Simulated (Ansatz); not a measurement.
Runs of Ansatz 0.2.0 on SnO. It takes space group P4/nmm (No. 129, tetragonal). The conventional cell has a = 3.814 Å, b = 3.814 Å, c = 4.887 Å, α = 90.00°, β = 90.00°, γ = 90.00°. Sn (site symmetry 4mm) is surrounded by 4 O at 2.23 Å. O (site symmetry -4m2) has 4 Sn at 2.23 Å as nearest neighbours. The cell is a database's computed one.

| task | level | potentials or basis | k mesh | cutoff (eV) | smearing | basis error allowed | gap on the mesh (eV) | pressure (GPa) | V0 of scaled cells (Å³/atom) | B0 (GPa) | largest force (eV/Å) |
| --- | --- | --- | --- | --- | --- | --- | --- | --- | --- | --- | --- |
| equation of state | PBEsol | all-electron LAPW, scalar-relativistic | 7 × 7 × 6 | - | fermi-dirac 0.05 eV | 0.001 eV/atom | - | - | 17.66 | 95 | - |
| band structure | PBE | all-electron LAPW, scalar-relativistic | 7 × 7 × 6 | 318 | fermi-dirac 0.05 eV | 0.002 eV/atom | 0.37 | 3.6 | - | - | 0.37 |
| single point | PBEsol | all-electron LAPW, scalar-relativistic | 7 × 7 × 6 | 344 | fermi-dirac 0.05 eV | 0.001 eV/atom | 0.36 | -0.6 | - | - | 0.07 |
| density of states | PBEsol | all-electron PAW datasets made for the crystal | 7 × 7 × 6 | 360 | fermi-dirac 0.05 eV | - | 0.36 | -0.6 | - | - | 0.07 |
| single point | PBE | all-electron LAPW, scalar-relativistic | 4 × 4 × 4 | 318 | fermi-dirac 0.03 eV | 0.002 eV/atom | 0.15 | 3.6 | - | - | (b) |
| Wannier functions | PBE | all-electron PAW datasets made for the crystal | 7 × 7 × 6 | 400 | fixed | - | 0.37 | 3.6 | - | - | 0.37 |
| single point | PBE | all-electron LAPW, scalar-relativistic | 7 × 7 × 6 | 345 | fermi-dirac 0.05 eV | 0.001 eV/atom | 0.37 | 3.6 | - | - | 0.37 |
| band structure | PBEsol | all-electron LAPW, inner shells corrected to Dirac's equation | 7 × 7 × 6 | 318 | fermi-dirac 0.05 eV | 0.002 eV/atom | (c) | -0.6 | - | - | 0.07 |
| phonons | PBEsol | all-electron LAPW, scalar-relativistic | 7 × 7 × 6 | 341 | fermi-dirac 0.05 eV | 0.002 eV/atom | 0.36 | - | - | - | 0.07 |
| equation of state | LDA | all-electron LAPW, scalar-relativistic | 7 × 7 × 6 | - | fermi-dirac 0.05 eV | 0.002 eV/atom | - | - | 17.16 | 103 | - |
| equation of state | PBE | all-electron LAPW, scalar-relativistic | 7 × 7 × 6 | - | fermi-dirac 0.05 eV | 0.001 eV/atom | - | - | (a) | 85 | - |
| band structure | PBEsol | all-electron LAPW, scalar-relativistic | 7 × 7 × 6 | 318 | fermi-dirac 0.05 eV | 0.002 eV/atom | 0.36 | -0.6 | - | - | 0.07 |

Alike in all rows: no spin polarisation; cell as given.

Q: Estimate the missing entries.

A: (a) 18.47; (b) 0.38; (c) 0.35.

Caveats: spin-orbit coupling is left out, which moves the levels of the heavy elements (some runs); an odd mesh through Γ misses points on the zone boundary, where band edges often lie (some runs); the cell was scaled at fixed shape and fractional positions, which overstates the stiffness of a crystal with free parameters, most of all of layers and chains (some runs); the mesh misses the band edges, which the band path finds closer together (some runs); the program warned that the printed levels may be off, so bands, gaps and densities of states are rough (some runs); a metal's response needs a denser mesh (some runs).

A k mesh can miss the band edges, and the runs leave out spin-orbit coupling on Sn.

Not every run made on this cell is shown here.
